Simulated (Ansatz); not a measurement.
**Al$_{3}$Cu: distorted cells**

These are results of DFT PBEsol, scalar-relativistic, plane waves, PAW in Ansatz, not measurements.

Cutoff 420 eV; k points 16×16×6 on the computed 4-atom cell (Γ-centred); Gaussian smearing, width 0.10 eV; no spin polarisation.

Reference cell:

```
Al Cu
1.0
     2.77841    0.00000    0.00000
     0.00000    2.77841    0.00000
     0.00000    0.00000    7.51340
Al Cu
3 1
Cartesian
  0.0000 0.0000 3.7567
  1.3892 1.3892 1.6989
  1.3892 1.3892 5.8145
  0.0000 0.0000 0.0000
```

Each variant moves atoms of this cell by the vectors given, if any (Å), and then applies a symmetric strain (tensor components, Cartesian axes). The reference cell isn't relaxed at this level. Energies are per atom at zero smearing, counted from the lowest variant. Pressure is positive in compression.

1. strain (xx yy zz yz xz xy, %) -3.71 -3.71 5.29 0.00 0.00 0.00; moves: Al2 (0.000, 0.000, -0.212); Al3 (0.000, 0.000, 0.212)
2. strain (xx yy zz yz xz xy, %) -2.24 -2.24 -3.74 0.00 0.00 0.00; moves: Al2 (0.000, 0.000, 0.354); Al3 (0.000, 0.000, -0.354)
3. strain (xx yy zz yz xz xy, %) 1.34 1.34 10.34 0.00 0.00 0.00; moves: Al2 (0.000, 0.000, -0.354); Al3 (0.000, 0.000, 0.354)

| result | ΔE (meV/atom) | P (GPa) | largest force (eV/Å) |
| --- | --- | --- | --- |
| A | 208.4 | 16.05 | 3.13 |
| B | 0.0 | 9.84 | 1.48 |
| C | 62.5 | -0.90 | 1.57 |

Question: Which variant gave which result?

Answer: A is 2, B is 1, C is 3. The pressure falls as the cell grows: from the smallest volume to the largest the variants are 2, 1, 3.